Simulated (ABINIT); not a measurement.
Ru in ABINIT: convergence with cutoff

Crystal: Ru.

```xyz
2
Lattice="2.7058 0.0000 0.0000 -1.3529 2.3433 0.0000 0.0000 0.0000 4.2819" Properties=species:S:1:pos:R:3 pbc="T T T"
Ru    1.3529    0.7811    3.2114
Ru    0.0000    1.5622    1.0705
```

| Quantity | Value |
| --- | --- |
| Program | ABINIT 10.8.3 (patched build) |
| Task | single point |
| Functional | r2SCAN |
| Potentials or basis | SG15 NC PBE v1.2 |
| Cutoff | 245 eV |
| k mesh | 7 × 7 × 4 |
| Occupations | fermi-dirac, width 0.05 eV |
| Spin | no spin polarisation |

These are the settings of the first run; the series varies cutoff, with any setting tied to it.

Hardware: 1 thread of Arm Neoverse V1, on a shared host.

```tsv
cutoff	energy less the tightest run, at zero smearing (meV/atom)	SCF cycles	CPU time (s)	peak memory (GiB)
9 Ha	12902.91	8	8.5	0.06
11 Ha	3088.44	9	11	0.06
13 Ha	679.31	9	17	0.06
15.5 Ha	49.44	9	20	0.06
18.5 Ha	9.59	9	22	0.06
22 Ha	4.49	9	38	0.06
25.5 Ha	2.47	9	44	0.07
29.5 Ha	1.76	9	56	0.07
35 Ha	0.00	9	77	0.08
```

Not settled before the last step: the energy (to 1 meV/atom). The tightest run that finished is the yardstick and may itself not be fully converged.

Caveat, for the tightest run too: the k mesh is coarse (spacing up to 0.38 Å⁻¹), so the values aren't converged.
